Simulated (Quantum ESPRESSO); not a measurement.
# Hf (P6_3/mmc) in Quantum ESPRESSO: a series of runs

Runs on Hf. Level: PBEsol. Tasks: phonons.

Everything below comes from runs of Quantum ESPRESSO 7.5. Logs are shortened: lines on timing, memory, paths and dates and some standing lists are left out, and cuts for length are marked.

**1. Starting point**

Symmetry: P6_3/mmc, No. 194, hexagonal system. Conventional cell: a = 3.197 Å, b = 3.197 Å, c = 5.058 Å, α = 90.00°, β = 90.00°, γ = 120.00°. Around Hf (site symmetry -6m2) lie 12 Hf at 3.13 to 3.20 Å.

**2. Phonons, PBEsol, target pressure -3 GPa, at which the enthalpy is minimised**

Contents of pw.in:

```
&CONTROL
  calculation = 'scf'
  prefix = 'pwscf'
  outdir = './tmp'
  pseudo_dir = './pseudo'
  tprnfor = .true.
  tstress = .true.
  disk_io = 'low'
/
&SYSTEM
  ibrav = 0
  celldm(1) = 8
  nat = 2
  ntyp = 1
  ecutwfc = 45
  ecutrho = 360
  nbnd = 19
  occupations = 'smearing'
  smearing = 'mv'
  degauss = 0.01469973
/
&ELECTRONS
  conv_thr = 4d-10
  electron_maxstep = 120
  mixing_beta = 0.5
/
ATOMIC_SPECIES
Hf   178.4900 hf_pbesol_v1.uspp.F.UPF
CELL_PARAMETERS alat
  0.7551109378239   0.0000000000000   0.0000000000000
 -0.3775554689119   0.6539452548363   0.0000000000000
  0.0000000000000   0.0000000000000   1.1947320991415
ATOMIC_POSITIONS crystal
Hf     0.6666666667    0.3333333333    0.7500000000
Hf     0.3333333333    0.6666666667    0.2500000000
K_POINTS automatic
8 8 4 0 0 0
```

Contents of relax.in:

```
&CONTROL
  calculation = 'vc-relax'
  prefix = 'pwscf'
  outdir = './tmp'
  pseudo_dir = './pseudo'
  tprnfor = .true.
  tstress = .true.
  disk_io = 'low'
  nstep = 40
  forc_conv_thr = 0.0001
  etot_conv_thr = 1d-06
/
&SYSTEM
  ibrav = 0
  celldm(1) = 8
  nat = 2
  ntyp = 1
  ecutwfc = 45
  ecutrho = 360
  nbnd = 19
  occupations = 'smearing'
  smearing = 'mv'
  degauss = 0.01469973
/
&ELECTRONS
  conv_thr = 4d-10
  electron_maxstep = 120
  mixing_beta = 0.5
/
&IONS
  ion_dynamics = 'bfgs'
/
&CELL
  cell_dynamics = 'bfgs'
  press = -30
  press_conv_thr = 0.2
/
ATOMIC_SPECIES
Hf   178.4900 hf_pbesol_v1.uspp.F.UPF
CELL_PARAMETERS alat
  0.7551109378239   0.0000000000000   0.0000000000000
 -0.3775554689119   0.6539452548363   0.0000000000000
  0.0000000000000   0.0000000000000   1.1947320991415
ATOMIC_POSITIONS crystal
Hf     0.6666666667    0.3333333333    0.7500000000
Hf     0.3333333333    0.6666666667    0.2500000000
K_POINTS automatic
8 8 4 0 0 0
```

Contents of scf2.in:

```
&CONTROL
  calculation = 'scf'
  prefix = 'pwscf'
  outdir = './tmp'
  pseudo_dir = './pseudo'
  tprnfor = .true.
  tstress = .true.
  disk_io = 'low'
/
&SYSTEM
  ibrav = 0
  celldm(1) = 8
  nat = 2
  ntyp = 1
  ecutwfc = 45
  ecutrho = 360
  nbnd = 19
  occupations = 'smearing'
  smearing = 'mv'
  degauss = 0.01469973
/
&ELECTRONS
  conv_thr = 1d-13
  electron_maxstep = 120
  mixing_beta = 0.5
  startingpot = 'file'
  startingwfc = 'file'
/
ATOMIC_SPECIES
Hf   178.4900 hf_pbesol_v1.uspp.F.UPF
CELL_PARAMETERS alat
  0.7534878983586   0.0000000000000   0.0000000000000
 -0.3767439491793   0.6525396614227   0.0000000000000
  0.0000000000000   0.0000000000000   1.1881995863249
ATOMIC_POSITIONS crystal
Hf     0.6666666666    0.3333333332    0.7500000000
Hf     0.3333333332    0.6666666666    0.2500000000
K_POINTS automatic
8 8 4 0 0 0
```

Contents of ph.in:

```
phonons of Hf
&INPUTPH
  prefix = 'pwscf'
  outdir = './tmp'
  tr2_ph = 1d-18
  fildyn = 'dyn'
  niter_ph = 90
  alpha_mix(1) = 0.4
/
0.0000000000 0.0000000000 0.0000000000
```

Contents of dynmat.in:

```
&INPUT
  fildyn = 'dyn'
  asr = 'crystal'
  filout = 'dynmat.disp'
  fileig = 'dynmat.eig'
/
```

Potentials or basis: GBRV 1.5 PBEsol.

The run is started by

```bash
$ OMP_NUM_THREADS=1 pw.x -in pw.in > pw.out
$ OMP_NUM_THREADS=1 pw.x -in relax.in > relax.out
$ OMP_NUM_THREADS=1 pw.x -in scf2.in > scf2.out
$ OMP_NUM_THREADS=1 ph.x -in ph.in > ph.out
$ OMP_NUM_THREADS=1 dynmat.x -in dynmat.in > dynmat.out
```

pw.out:

```text
This program is part of the open-source Quantum ESPRESSO suite
     for quantum simulation of materials; please cite
[... 9 lines left out ...]
     --------------------
     sticks:   dense  smooth     PW     G-vecs:    dense   smooth      PW
     Sum         913     451    139                34905    12299    2093

     Using Slab Decomposition

     bravais-lattice index     =            0
     lattice parameter (alat)  =       8.0000  a.u.
     unit-cell volume          =     302.0596 (a.u.)^3
     number of atoms/cell      =            2
     number of atomic types    =            1
     number of electrons       =        24.00
     number of Kohn-Sham states=           19
     kinetic-energy cutoff     =      45.0000  Ry
     charge density cutoff     =     360.0000  Ry
     scf convergence threshold =      4.0E-10
     mixing beta               =       0.5000
     number of iterations used =            8  plain     mixing
     Exchange-correlation= SLA  PW   PSX  PSC
                           (   1   4  10   8   0   0   0)

     celldm(1)=   8.000000  celldm(2)=   0.000000  celldm(3)=   0.000000
     celldm(4)=   0.000000  celldm(5)=   0.000000  celldm(6)=   0.000000

     crystal axes: (cart. coord. in units of alat)
               a(1) = (   0.755111   0.000000   0.000000 )
               a(2) = (  -0.377555   0.653945   0.000000 )
               a(3) = (   0.000000   0.000000   1.194732 )

     reciprocal axes: (cart. coord. in units 2 pi/alat)
               b(1) = (  1.324309  0.764590 -0.000000 )
               b(2) = (  0.000000  1.529180  0.000000 )
               b(3) = (  0.000000 -0.000000  0.837008 )

     PseudoPot. # 1 for Hf read from file:
     hf_pbesol_v1.uspp.F.UPF
     Pseudo is Ultrasoft + core correction, Zval = 12.0
     Generated by new atomic code, or converted to UPF format
     Using radial grid of  921 points,  8 beta functions with:
                l(1) =   0
                l(2) =   0
                l(3) =   0
                l(4) =   1
                l(5) =   1
                l(6) =   2
                l(7) =   2
                l(8) =   3
     Q(r) pseudized with  6 coefficients,  rinner =    1.200   1.200   1.200
                                                       1.200   1.200   1.200
                                                       1.200

     atomic species   valence    mass     pseudopotential
     Hf               12.00   178.49000     Hf( 1.00)

     24 Sym. Ops., with inversion, found (12 have fractional translation)

   Cartesian axes

     site n.     atom                  positions (alat units)
         1        Hf     tau(   1) = (   0.3775555   0.2179818   0.8960491  )
         2        Hf     tau(   2) = (  -0.0000000   0.4359635   0.2986830  )

     number of k points=    30  Marzari-Vanderbilt smearing, width (Ry)=  0.0147
                       cart. coord. in units 2pi/alat
        k(    1) = (   0.0000000   0.0000000   0.0000000), wk =   0.0078125
        k(    2) = (   0.0000000   0.0000000   0.2092519), wk =   0.0156250
        k(    3) = (   0.0000000   0.0000000  -0.4185039), wk =   0.0078125
        k(    4) = (   0.0000000   0.1911475   0.0000000), wk =   0.0468750
        k(    5) = (   0.0000000   0.1911475   0.2092519), wk =   0.0937500
        k(    6) = (   0.0000000   0.1911475  -0.4185039), wk =   0.0468750
[... 22 lines left out ...]
        k(   29) = (   0.3310772   0.7645900   0.2092519), wk =   0.0937500
        k(   30) = (   0.3310772   0.7645900  -0.4185039), wk =   0.0468750

     Dense  grid:    34905 G-vectors     FFT dimensions: (  40,  40,  60)

     Smooth grid:    12299 G-vectors     FFT dimensions: (  25,  25,  48)

     Initial potential from superposition of free atoms

     starting charge      20.0000, renormalised to      24.0000

     negative rho (up, down):  2.616E-01 0.000E+00
     Starting wfcs are   26 randomized atomic wfcs

     Self-consistent Calculation

     iteration #  1     ecut=    45.00 Ry     beta= 0.50
     Davidson diagonalization with overlap
     ethr =  1.00E-02,  avg # of iterations =  2.5

     negative rho (up, down):  2.276E-01 0.000E+00

     total energy              =    -316.78723837 Ry
     estimated scf accuracy    <       4.72079205 Ry

     iteration #  2     ecut=    45.00 Ry     beta= 0.50
     Davidson diagonalization with overlap
     ethr =  1.00E-02,  avg # of iterations =  2.0

     negative rho (up, down):  2.242E-01 0.000E+00

     total energy              =    -316.98725861 Ry
     estimated scf accuracy    <       0.35752480 Ry

     iteration #  3     ecut=    45.00 Ry     beta= 0.50
     Davidson diagonalization with overlap
     ethr =  1.49E-03,  avg # of iterations =  2.3

     negative rho (up, down):  2.280E-01 0.000E+00

     total energy              =    -317.06882978 Ry
     estimated scf accuracy    <       0.00536780 Ry

     iteration #  4     ecut=    45.00 Ry     beta= 0.50
     Davidson diagonalization with overlap
     ethr =  2.24E-05,  avg # of iterations =  4.4
[... 37 lines left out ...]
     negative rho (up, down):  2.282E-01 0.000E+00

     total energy              =    -317.06955978 Ry
     estimated scf accuracy    <       0.00000002 Ry

     iteration #  9     ecut=    45.00 Ry     beta= 0.50
     Davidson diagonalization with overlap
     ethr =  7.58E-11,  avg # of iterations =  2.1

     negative rho (up, down):  2.282E-01 0.000E+00

     total energy              =    -317.06955978 Ry
     estimated scf accuracy    <          1.1E-09 Ry

     iteration # 10     ecut=    45.00 Ry     beta= 0.50
     Davidson diagonalization with overlap
     ethr =  4.64E-12,  avg # of iterations =  2.0

     negative rho (up, down):  2.282E-01 0.000E+00

     End of self-consistent calculation

          k = 0.0000 0.0000 0.0000 (  1533 PWs)   bands (ev):

   -47.2448 -47.1731 -16.3866 -15.6395 -15.6395 -15.5103 -15.5101 -15.5101
     7.2113  10.8870  15.2459  15.7774  15.7774  16.0562  16.5996  16.5996
    17.2314  17.2314  19.9425

          k = 0.0000 0.0000 0.2093 (  1562 PWs)   bands (ev):

   -47.2343 -47.1837 -16.2658 -15.6469 -15.6208 -15.6208 -15.5293 -15.5293
     7.7727  10.5237  14.6857  15.5775  15.5775  15.5906  16.1994  16.1994
    18.0333  18.0334  20.0607

          k = 0.0000 0.0000-0.4185 (  1568 PWs)   bands (ev):

   -47.2091 -47.2091 -15.9642 -15.9642 -15.5752 -15.5752 -15.5752 -15.5752
     9.1907   9.1907  14.7495  14.7495  15.6662  15.6662  15.6662  15.6662
    19.4030  19.4030  19.4030

          k = 0.0000 0.1911 0.0000 (  1551 PWs)   bands (ev):

   -47.2371 -47.1703 -16.3464 -15.7238 -15.6674 -15.5984 -15.5293 -15.5219
     7.6763  11.3393  14.6681  14.9280  16.1085  16.2209  16.7125  16.7346
    16.8273  17.0193  20.2628

          k = 0.0000 0.1911 0.2093 (  1543 PWs)   bands (ev):

   -47.2274 -47.1801 -16.2418 -15.7160 -15.6916 -15.6464 -15.5605 -15.5434
     8.2124  10.9687  14.1234  15.0171  15.5476  15.9024  16.1029  16.5406
    17.8522  17.9424  20.2077
[... 21 lines left out ...]
   -47.1910 -47.1910 -16.0739 -16.0739 -15.7061 -15.7061 -15.6429 -15.6429
    10.5058  10.5058  13.9214  13.9214  15.1420  15.1420  16.7455  16.7455
    19.3224  19.3227  19.6236

          k = 0.0000 0.5734 0.0000 (  1537 PWs)   bands (ev):

   -47.1957 -47.1607 -16.1303 -16.0989 -15.9904 -15.7920 -15.6728 -15.5861
    10.4170  12.1848  12.6879  13.8559  15.5762  15.6240  15.7836  19.3206
    19.3559  19.8010  21.0095

          k = 0.0000 0.5734 0.2093 (  1534 PWs)   bands (ev):

   -47.1906 -47.1658 -16.2345 -16.0943 -15.9017 -15.7624 -15.6580 -15.6168
    10.5376  11.9448  12.9618  13.8561  15.3257  15.8304  16.0004  18.7872
    19.3146  19.6267  20.6520

          k = 0.0000 0.5734-0.4185 (  1530 PWs)   bands (ev):

   -47.1782 -47.1782 -16.2179 -16.2179 -15.7243 -15.7243 -15.6901 -15.6901
    11.0973  11.0973  13.6960  13.6960  15.3655  15.3655  17.1884  17.1884
    20.0380  20.0381  20.0890

          k = 0.0000-0.7646 0.0000 (  1538 PWs)   bands (ev):

   -47.1847 -47.1611 -16.2138 -16.0659 -16.0167 -15.8163 -15.7332 -15.6004
    11.2415  11.8518  12.3712  13.8038  15.3825  15.4655  16.2734  20.5073
    21.0211  21.0838  21.5443

          k = 0.0000-0.7646 0.2093 (  1542 PWs)   bands (ev):

   -47.1813 -47.1646 -16.2860 -16.1658 -15.8780 -15.7853 -15.6929 -15.6326
    10.9626  11.7872  13.2449  13.2965  15.7973  15.8621  15.9845  19.3160
    20.6363  20.9577  21.1281

          k = 0.0000-0.7646-0.4185 (  1528 PWs)   bands (ev):

   -47.1729 -47.1729 -16.2846 -16.2846 -15.7231 -15.7231 -15.7096 -15.7096
    11.1861  11.1861  13.6179  13.6179  15.7755  15.7755  17.2429  17.2429
    20.7067  20.7067  20.7975

          k = 0.1655 0.2867 0.0000 (  1549 PWs)   bands (ev):

   -47.2235 -47.1659 -16.2719 -15.8399 -15.7944 -15.6716 -15.5672 -15.5620
     8.5374  12.1042  13.8883  14.1264  15.5452  15.9023  16.6164  17.1490
    17.1594  18.0078  20.4868

          k = 0.1655 0.2867 0.2093 (  1547 PWs)   bands (ev):

   -47.2151 -47.1744 -16.2060 -15.8502 -15.7914 -15.6998 -15.5861 -15.5806
     9.0119  11.7167  13.4848  14.3024  15.3250  15.8161  16.2337  17.0539
    17.8647  18.3584  20.2423

          k = 0.1655 0.2867-0.4185 (  1560 PWs)   bands (ev):

   -47.1948 -47.1948 -16.0358 -16.0358 -15.6947 -15.6947 -15.6300 -15.6300
    10.2789  10.2789  14.0460  14.0460  15.1380  15.1380  16.5395  16.5395
    19.1143  19.1144  19.7658

          k = 0.1655 0.4779 0.0000 (  1543 PWs)   bands (ev):

   -47.2026 -47.1613 -16.1455 -16.0275 -15.9456 -15.7712 -15.6415 -15.6169
     9.9831  12.7035  13.0151  13.6229  15.2893  15.3520  16.0618  18.0915
    18.7707  19.6419  20.6908

          k = 0.1655 0.4779 0.2093 (  1538 PWs)   bands (ev):
[... 43 lines left out ...]
   -47.1729 -47.1729 -16.1963 -16.1963 -15.8716 -15.8716 -15.6559 -15.6559
    11.9113  11.9113  13.8061  13.8061  14.4809  14.4809  16.7922  16.7922
    20.2231  20.2231  21.5395

          k = 0.3311 0.7646 0.0000 (  1538 PWs)   bands (ev):

   -47.1741 -47.1643 -16.1303 -15.9873 -15.9535 -15.9264 -15.8080 -15.7818
    12.3435  12.4633  12.9053  13.1998  14.9202  15.1347  16.5342  19.6132
    19.9684  20.4378  20.6118

          k = 0.3311 0.7646 0.2093 (  1534 PWs)   bands (ev):

   -47.1726 -47.1657 -16.1730 -16.1067 -16.0128 -15.8392 -15.7572 -15.6908
    12.1131  12.8754  13.0998  13.1805  14.6940  14.7887  16.5612  18.7263
    19.7022  20.3419  21.1987

          k = 0.3311 0.7646-0.4185 (  1530 PWs)   bands (ev):

   -47.1692 -47.1692 -16.2022 -16.2022 -15.9332 -15.9332 -15.6505 -15.6505
    12.3246  12.3246  13.6443  13.6443  14.3587  14.3587  17.1104  17.1104
    19.8796  19.8796  22.6251

     the Fermi energy is    14.6229 ev

!    total energy              =    -317.06955978 Ry
     estimated scf accuracy    <          8.1E-12 Ry
     smearing contrib. (-TS)   =       0.00019997 Ry
     internal energy E=F+TS    =    -317.06975975 Ry

     The total energy is F=E-TS. E is the sum of the following terms:
     one-electron contribution =     -37.90931614 Ry
     hartree contribution      =      27.52365117 Ry
     xc contribution           =    -150.51472836 Ry
     ewald contribution        =    -156.16936642 Ry

     convergence has been achieved in  10 iterations

     negative rho (up, down):  2.282E-01 0.000E+00

     Forces acting on atoms (cartesian axes, Ry/au):

     atom    1 type  1   force =    -0.00000000   -0.00000000    0.00000000
     atom    2 type  1   force =     0.00000000    0.00000000    0.00000000

     Total force =     0.000000     Total SCF correction =     0.000000

     Computing stress (Cartesian axis) and pressure

     negative rho (up, down):  2.282E-01 0.000E+00
          total   stress  (Ry/bohr**3)                   (kbar)     P=      -40.54
  -0.00026475   0.00000000  -0.00000000          -38.95        0.00       -0.00
   0.00000000  -0.00026475  -0.00000000            0.00      -38.95       -0.00
   0.00000000   0.00000000  -0.00029730            0.00        0.00      -43.73

=------------------------------------------------------------------------------=
   JOB DONE.
=------------------------------------------------------------------------------=
```

It took 3.3 min on 1 thread of Intel Xeon 6975P-C (Granite Rapids), shared host; peak memory 0.29 GiB.

Results:

```yaml
Free_energy: -4313.9602 eV
Relaxed_volume: 22.16 Å³/atom
Relaxed_cell: a = 3.190 Å, b = 3.190 Å, c = 5.030 Å, α = 90.00°, β = 90.00°, γ = 120.00°
Space_group_after_relaxing_to_0.05_Å: P6_3/mmc (No. 194)
Pressure_after_relaxing: -3.0 GPa
Band_gap_on_the_k_mesh: none (metal or under the smearing width)
Highest_phonon_frequency_at_Γ: 110 cm⁻¹
```

The path:
| step | energy change (eV) | largest force (eV/Å) | pressure (GPa) | volume (Å³) |
| --- | --- | --- | --- | --- |
| 1 | 0.0000 | 0.0000 | -4.05 | 44.76 |
| 2 | -0.0057 | 0.0000 | -3.48 | 44.52 |
| 3 | -0.0100 | 0.0000 | -2.97 | 44.31 |
| 4 | -0.0099 | 0.0000 | -2.98 | 44.31 |
| 5 | -0.0099 | 0.0000 | -2.99 | 44.32 |
| 6 | -0.0098 | 0.0000 | -3.00 | 44.32 |

Final structure:
```cif
data_structure
_symmetry_space_group_name_H-M 'P 1'
_symmetry_Int_Tables_number 1
_cell_length_a 3.1898
_cell_length_b 3.1898
_cell_length_c 5.0301
_cell_angle_alpha 90.000
_cell_angle_beta 90.000
_cell_angle_gamma 120.000
_cell_volume 44.32
loop_
_atom_site_label
_atom_site_type_symbol
_atom_site_fract_x
_atom_site_fract_y
_atom_site_fract_z
_atom_site_occupancy
Hf1 Hf 0.66667 0.33333 0.75000 1
Hf2 Hf 0.33333 0.66667 0.25000 1
```

Levels at points of the mesh, in eV from the Fermi level:
```tsv
k point	band 8	band 9	band 10	band 11	band 12	band 13	band 14	band 15	band 16	band 17
(0.00, 0.00, 0.00)	-30.10	-7.45	-3.77	0.68	1.14	1.14	1.46	1.98	1.98	2.59
(0.00, 0.00, -0.50)	-30.18	-5.45	-5.45	0.13	0.13	1.02	1.02	1.02	1.02	4.82
(0.00, -0.50, 0.00)	-30.20	-3.41	-2.82	-2.29	-0.83	0.73	0.86	1.68	5.91	6.54
(0.00, -0.50, -0.50)	-30.32	-3.48	-3.48	-1.02	-1.02	1.17	1.17	2.62	2.62	6.15
```

Phonon frequencies in cm⁻¹ (negative: imaginary):
| q point | frequencies |
| --- | --- |
| (0.000, 0.000, 0.000) | -2 -2 1 78 78 110 |

Optical modes at Γ, degenerate ones joined:
```tsv
cm⁻¹	components	symmetry	active in
78	2	E2g	Raman
110	1	B1g	silent
```

Caveat: the mesh is thin for the phonons of a metal; the cell is more than 3 GPa from zero pressure, which shifts response properties. Spin-orbit coupling is left out, which matters for the levels of Hf.

(Continued in part 2 of 2.)
